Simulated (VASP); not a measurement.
# CdTe (F-43m) in VASP: notebook

One crystal, CdTe, is run at these levels: PBE; tasks: single point.

Program: VASP 6.6.1. These are calculated values, not measurements. Logs are shortened: lines on timing, memory, paths and dates and some standing lists are left out, and cuts for length are marked.

**1. The structure**

The structure is cubic, space group F-43m (No. 216). The conventional cell has a = 6.410 Å, b = 6.410 Å, c = 6.410 Å, α = 90.00°, β = 90.00°, γ = 90.00°. Te (site symmetry -43m) is surrounded by 4 Cd at 2.78 Å. Cd (site symmetry -43m) has 4 Te at 2.78 Å as nearest neighbours.

**2. Single point, PBE, spin-orbit coupling, no magnetisation**

INCAR

```
SYSTEM = CdTe
ALGO = Normal
EDIFF = 1E-7
ENCUT = 280
GGA = PE
GGA_COMPAT = .False.
ISIF = 2
ISMEAR = 0
LASPH = .True.
LCHARG = .False.
LORBIT = 11
LREAL = .False.
LSORBIT = .True.
LWAVE = .False.
MAGMOM = 0 0 0 0 0 0
NBANDS = 34
NELM = 100
PREC = Accurate
SIGMA = 0.02
```

KPOINTS

```
k-points
0
Gamma
  4 4 4
  0 0 0
```

POSCAR

```
CdTe
1.0
    0.0000000000      3.2050000000      3.2050000000
    3.2050000000      0.0000000000      3.2050000000
    3.2050000000      3.2050000000      0.0000000000
Te Cd
1 1
Direct
    0.7500000000      0.7500000000      0.7500000000
    0.0000000000      0.0000000000      0.0000000000
```

Potentials or basis: VASP PAW PBE potentials, release 64 (Te, Cd).

On the command line:

```
$ cat potpaw_PBE.64/Te/POTCAR potpaw_PBE.64/Cd/POTCAR > POTCAR
$ mpirun -np 1 vasp_ncl > vasp.out
```

OUTCAR:

```text
SYSTEM = CdTe
   EDIFF = 1E-7
   ENCUT = 280
   GGA = PE
   ISIF = 2
   ISMEAR = 0
   LASPH = .True.
   LORBIT = 11
   LREAL = .False.
   LSORBIT = .True.
   NELM = 100
   PREC = Accurate

 Found     10 irreducible k-points:

 Following reciprocal coordinates:
            Coordinates               Weight
  0.000000  0.000000  0.000000      1.000000
  0.250000  0.000000  0.000000      4.000000
 -0.250000  0.000000  0.000000      4.000000
  0.500000  0.000000  0.000000      4.000000
  0.250000  0.250000  0.000000      6.000000
  0.500000  0.250000  0.000000     12.000000
   k-points           NKPTS =     10   k-points in BZ     NKDIM =     10   number of bands    NBANDS=     34
   number of dos      NEDOS =    301   number of ions     NIONS =      2
   total plane-waves  NPLWV =  21952
   dimension x,y,z NGX =    28 NGY =   28 NGZ =   28
   dimension x,y,z NGXF=    56 NGYF=   56 NGZF=   56
   ions per type =               1   1
   NGX,Y,Z   is equivalent  to a cutoff of  10.27, 10.27, 10.27 a.u.
   NGXF,Y,Z  is equivalent  to a cutoff of  20.54, 20.54, 20.54 a.u.
 SYSTEM =  CdTe
   PREC   = accura    normal or accurate (medium, high low for compatibility)
   ISTART =      0    job   : 0-new  1-cont  2-samecut
   ICHARG =      2    charge: 1-file 2-atom 10-const
   ISPIN  =      1    spin polarized calculation?
   LNONCOLLINEAR =      T non collinear calculations
   LSORBIT =      T    spin-orbit coupling
   LASPH  =      T    aspherical Exc in radial PAW
   ENCUT  =  280.0 eV  20.58 Ry    4.54 a.u.   6.18  6.18  6.18*2*pi/ulx,y,z
   NELM   =    100;   NELMIN=  2; NELMDL= -5     # of ELM steps
   EDIFF  = 0.1E-06   stopping-criterion for ELM
   LREAL  =      F    real-space projection
   EDIFFG = 0.1E-05   stopping-criterion for IOM
   NSW    =      0    number of steps for IOM
   IBRION =     -1    ionic relax: 0-MD 1-quasi-New 2-CG
   NFREE  =      0    steps in history (QN), initial steepest desc. (CG)
   ISIF   =      2    stress and relaxation
   ISYM   =      2    0-nonsym 1-usesym 2-fastsym
   POTIM  = 0.5000    time-step for ionic-motion
   TEBEG  =    0.0;   TEEND  =   0.0 temperature during run
   PSTRESS=    0.0 pullay stress
   NELECT =      18.0000    total number of electrons
   NUPDOWN=      -1.0000    fix difference up-down
   EMIN   =  10.00;   EMAX   =-10.00  energy-range for DOS
   EFERMI =   0.00;   METHOD = LEGACY
   ISMEAR =     0;   SIGMA  =   0.02  broadening in eV -4-tet -1-fermi 0-gaus
   EFERMI_NEDOS =   21; number of points for ismear=-14 and -15
   IALGO  =     38    algorithm
   IMIX   =      4    mixing-type and parameters
     AMIX     =   0.40;   BMIX     =  1.00
     AMIX_MAG =   1.60;   BMIX_MAG =  1.00
  volume/ion in A,a.u.               =      32.92       222.17
  Fermi-wavevector in a.u.,A,eV,Ry     =   1.062497  2.007828 15.359610  1.128899
  Thomas-Fermi vector in A             =   2.197950
   LORBIT       =     11    0 simple, 1 ext, 2 COOP (PROOUT), +10 PAW based schemes
   GGA     = PE    functional components
   LHFCALC =     F    Hartree Fock is set to
   AEXX    =    0.0000 exact exchange contribution
   IVDW    =     0    specifies the selected vdW correction
   LEPSILON=     F    determine dielectric tensor
   LRPA    =     F    only Hartree local field effects (RPA)
 Gauss-broadening in eV      SIGMA  =   0.02
  energy-cutoff  :      280.00
  volume of cell :       65.84
 maximum number of plane-waves:      1450
 NGX is ok and might be reduce to    28
   NGX = 13   NGY = 13   NGZ = 13

 number of electron      18.0000011 magnetization      -0.0000000     -0.0000000     -0.0000000

 number of electron      18.0000011 magnetization      -0.0000000      0.0000000      0.0000000

 number of electron      18.0000011 magnetization       0.0000000      0.0000000      0.0000000

 number of electron      18.0000011 magnetization      -0.0000000     -0.0000000      0.0000000

 Free energy of the ion-electron system (eV)
  ---------------------------------------------------
  ext. energy  EPLUGINS =         0.00000000
  ---------------------------------------------------
  free energy    TOTEN  =        -4.77773816 eV

  energy without entropy =       -4.77773816  energy(sigma->0) =       -4.77773816

 E-fermi :   3.1003     XC(G=0):  -8.7176

 val. band max:        2.9581726798   @ k =   0.0000   0.0000   0.0000
 cond. band min:       3.5435754917   @ k =   0.0000   0.0000   0.0000
 fundamental gap:      0.5854028120
 Fermi energy:         3.1002811306

 k-point     1 :       0.0000    0.0000    0.0000
  band No.  band energies     occupation
      1      -8.6747      1.00000
      2      -8.6747      1.00000
      3      -6.0477      1.00000
      4      -6.0477      1.00000
      5      -6.0477      1.00000
      6      -6.0477      1.00000
[... 22 lines left out ...]
     29      12.0922      0.00000
     30      12.0922      0.00000

 k-point     2 :       0.2500    0.0000    0.0000
  band No.  band energies     occupation
      1      -8.4600      1.00000
      2      -8.4600      1.00000
      3      -6.0486      1.00000
      4      -6.0200      1.00000
      5      -5.9217      1.00000
      6      -5.9217      1.00000
[... 22 lines left out ...]
     29      11.1204      0.00000
     30      11.1204      0.00000

 k-point     3 :      -0.2500    0.0000    0.0000
  band No.  band energies     occupation
      1      -8.4600      1.00000
      2      -8.4600      1.00000
      3      -6.0486      1.00000
      4      -6.0200      1.00000
      5      -5.9217      1.00000
      6      -5.9217      1.00000
[... 22 lines left out ...]
     29      11.1204      0.00000
     30      11.1204      0.00000

 k-point     4 :       0.5000    0.0000    0.0000
  band No.  band energies     occupation
      1      -8.2500      1.00000
      2      -8.2500      1.00000
      3      -6.0252      1.00000
      4      -6.0252      1.00000
      5      -5.7608      1.00000
      6      -5.7608      1.00000
[... 22 lines left out ...]
     29      12.9668      0.00000
     30      12.9668      0.00000

 k-point     5 :       0.2500    0.2500    0.0000
  band No.  band energies     occupation
      1      -8.3907      1.00000
      2      -8.3907      1.00000
      3      -6.0084      1.00000
      4      -6.0084      1.00000
      5      -5.9051      1.00000
      6      -5.9051      1.00000
[... 22 lines left out ...]
     29      12.6193      0.00000
     30      12.6193      0.00000

 k-point     6 :       0.5000    0.2500    0.0000
  band No.  band energies     occupation
      1      -8.1963      1.00000
      2      -8.1772      1.00000
      3      -6.0001      1.00000
      4      -5.9609      1.00000
      5      -5.8758      1.00000
      6      -5.6616      1.00000
[... 22 lines left out ...]
     29      13.2623      0.00000
     30      13.2760      0.00000

 [... further k-points ...]

 [bands above 30 left out]

------------------------ aborting loop because EDIFF is reached ----------------------------------------

  FORCE on cell =-STRESS in cart. coord.  units (eV):
  Direction    XX          YY          ZZ          XY          YZ          ZX
  --------------------------------------------------------------------------------------
  -------------------------------------------------------------------------------------
  Total        1.7287569      1.7287569      1.7287569      0.0000000     -0.0000000      0.0000000
  in kB       42.0659230     42.0659230     42.0659230      0.0000000     -0.0000000      0.0000000
  external PRESSURE =      42.0659230 kB  Pullay stress =       0.0000000 kB

 VOLUME and BASIS-vectors are now :
 -----------------------------------------------------------------------------
  energy-cutoff  :      280.00
  volume of cell :       65.84
      direct lattice vectors                 reciprocal lattice vectors
     0.000000000  3.205000000  3.205000000    -0.156006240  0.156006240  0.156006240
     3.205000000  0.000000000  3.205000000     0.156006240 -0.156006240  0.156006240
     3.205000000  3.205000000  0.000000000     0.156006240  0.156006240 -0.156006240

 POSITION                                       TOTAL-FORCE (eV/Angst)
 -----------------------------------------------------------------------------------
      4.80750      4.80750      4.80750        -0.000000     -0.000000     -0.000000
      0.00000      0.00000      0.00000         0.000000      0.000000      0.000000
 -----------------------------------------------------------------------------------
    total drift:                                0.000001      0.000001      0.000001

  FREE ENERGIE OF THE ION-ELECTRON SYSTEM (eV)
  ---------------------------------------------------
  free  energy   TOTEN  =        -4.7777381622 eV

  energy  without entropy=       -4.7777381622  energy(sigma->0) =       -4.77773816

 Spin-Orbit-Coupling matrix elements

 Ion:    1  E_soc:     -0.1904213
 l=   1
     0.0000000    -0.0316577    -0.0316577
    -0.0316577     0.0000000    -0.0316577
    -0.0316577    -0.0316577     0.0000000
 l=   2
     0.0000000    -0.0000328     0.0000000    -0.0000328    -0.0000463
    -0.0000328     0.0000000    -0.0000347    -0.0000328    -0.0000116
     0.0000000    -0.0000347     0.0000000    -0.0000347     0.0000000
    -0.0000328    -0.0000328    -0.0000347     0.0000000    -0.0000116
    -0.0000463    -0.0000116     0.0000000    -0.0000116     0.0000000
 l=   3
     0.0000000     0.0000000     0.0000000     0.0000000     0.0000000     0.0000000     0.0000000
     0.0000000     0.0000000     0.0000000     0.0000000     0.0000000     0.0000000     0.0000000
     0.0000000     0.0000000     0.0000000     0.0000000     0.0000000     0.0000000     0.0000000
     0.0000000     0.0000000     0.0000000     0.0000000     0.0000000     0.0000000     0.0000000
     0.0000000     0.0000000     0.0000000     0.0000000     0.0000000     0.0000000     0.0000000
     0.0000000     0.0000000     0.0000000     0.0000000     0.0000000     0.0000000     0.0000000
     0.0000000     0.0000000     0.0000000     0.0000000     0.0000000     0.0000000     0.0000000

 Ion:    2  E_soc:     -0.0593722
 l=   1
     0.0000000    -0.0032330    -0.0032330
    -0.0032330     0.0000000    -0.0032330
    -0.0032330    -0.0032330     0.0000000
 l=   2
     0.0000000    -0.0013539     0.0000000    -0.0013539    -0.0053084
    -0.0013539     0.0000000    -0.0039813    -0.0013539    -0.0013271
     0.0000000    -0.0039813     0.0000000    -0.0039813     0.0000000
    -0.0013539    -0.0013539    -0.0039813     0.0000000    -0.0013271
    -0.0053084    -0.0013271     0.0000000    -0.0013271     0.0000000
 l=   3
     0.0000000     0.0000000     0.0000000     0.0000000     0.0000000     0.0000000     0.0000000
     0.0000000     0.0000000     0.0000000     0.0000000     0.0000000     0.0000000     0.0000000
     0.0000000     0.0000000     0.0000000     0.0000000     0.0000000     0.0000000     0.0000000
     0.0000000     0.0000000     0.0000000     0.0000000     0.0000000     0.0000000     0.0000000
     0.0000000     0.0000000     0.0000000     0.0000000     0.0000000     0.0000000     0.0000000
     0.0000000     0.0000000     0.0000000     0.0000000     0.0000000     0.0000000     0.0000000
     0.0000000     0.0000000     0.0000000     0.0000000     0.0000000     0.0000000     0.0000000

 total charge

# of ion       s       p       d       tot
------------------------------------------
    1        1.343   2.094   0.023   3.460
    2        0.471   0.340   9.512  10.323
--------------------------------------------------
tot          1.814   2.434   9.535  13.784

 magnetization (x)

# of ion       s       p       d       tot
------------------------------------------
    1       -0.000   0.000   0.000   0.000
    2       -0.000   0.000  -0.000  -0.000
--------------------------------------------------
tot         -0.000   0.000  -0.000  -0.000

 magnetization (y)

# of ion       s       p       d       tot
------------------------------------------
    1        0.000  -0.000   0.000  -0.000
    2        0.000   0.000  -0.000   0.000
--------------------------------------------------
tot          0.000   0.000  -0.000   0.000

 magnetization (z)

# of ion       s       p       d       tot
------------------------------------------
    1       -0.000  -0.000   0.000  -0.000
    2       -0.000  -0.000  -0.000  -0.000
--------------------------------------------------
tot         -0.000  -0.000  -0.000  -0.000
```

Run time: 45 s. Hardware: 1 thread of AMD EPYC 7R43 (Zen 3), shared host; peak memory 0.2 GiB.

The run converged, but some of its settings lie outside the range that counts as converged, so its numbers aren't taken as properties of the crystal.

Results:

| Property | Result |
| --- | --- |
| Free energy | -4.7777 eV |
| Valence electrons inside the program's atomic spheres | Te 3.46; Cd 10.32 |

Caveat: the k mesh is coarse (spacing up to 0.42 Å⁻¹), so the values aren't converged; the cutoff is under 1.25 times the usual one of these potentials, so pressure, stress and relaxed cells hold a basis-set (Pulay) error.

**3. Single point, PBE, spin-orbit coupling, no magnetisation**

Changes to INCAR since step 2:

```diff
@@ -3,3 +3,3 @@
 EDIFF = 1E-7
-ENCUT = 280
+ENCUT = 400
 GGA = PE
```

KPOINTS

```
k-points
0
Gamma
  3 3 3
  0 0 0
```

POSCAR is that of step 2.

Potentials or basis: VASP PAW PBE potentials, release 64 (Te, Cd).

On the command line:

```
$ cat potpaw_PBE.64/Te/POTCAR potpaw_PBE.64/Cd/POTCAR > POTCAR
$ mpirun -np 1 vasp_ncl > vasp.out
```

It took 36 s on 1 thread of AMD EPYC 7R43 (Zen 3), shared host; peak memory 0.23 GiB.

The run converged, but some of its settings lie outside the range that counts as converged, so its numbers aren't taken as properties of the crystal.

What came out:

| Item | Value |
| --- | --- |
| Free energy | -4.5849 eV |
| Pressure | 5.0 GPa |
| Valence electrons inside the program's atomic spheres | Te 3.48; Cd 10.33 |

Caveat: the k mesh is coarse (spacing up to 0.57 Å⁻¹), so the values aren't converged.

**4. Single point, PBE, spin-orbit coupling, no magnetisation**

Changes to INCAR since step 3:

```diff
@@ -3,3 +3,3 @@
 EDIFF = 1E-7
-ENCUT = 400
+ENCUT = 520
 GGA = PE
```

KPOINTS is that of step 3.

POSCAR is that of step 3.

On the command line:

```
$ cat potpaw_PBE.64/Te/POTCAR potpaw_PBE.64/Cd/POTCAR > POTCAR
$ mpirun -np 1 vasp_ncl > vasp.out
```

Wall time 77 s (1 thread of AMD EPYC 7R43 (Zen 3), shared host); peak memory 0.33 GiB.

These settings aren't checked as converged: the numbers below hold their error.

What came out:

| Item | Value |
| --- | --- |
| Free energy | -4.5871 eV |
| Pressure | 5.4 GPa |
| Valence electrons inside the program's atomic spheres | Te 3.48; Cd 10.34 |

Caveat: the k mesh is coarse (spacing up to 0.57 Å⁻¹), so the values aren't converged.

**5. For comparison**

An earlier run on the cell as given: functional PBEsol; potentials or basis VASP PAW PBE potentials, release 64 (Te, Cd); cutoff 520 eV; k mesh 7 × 7 × 7; occupations fermi-dirac, width 0.05 eV; no spin polarisation.

* Pressure: 1.9 GPa
* Band gap on the k mesh: 0.76 eV, direct
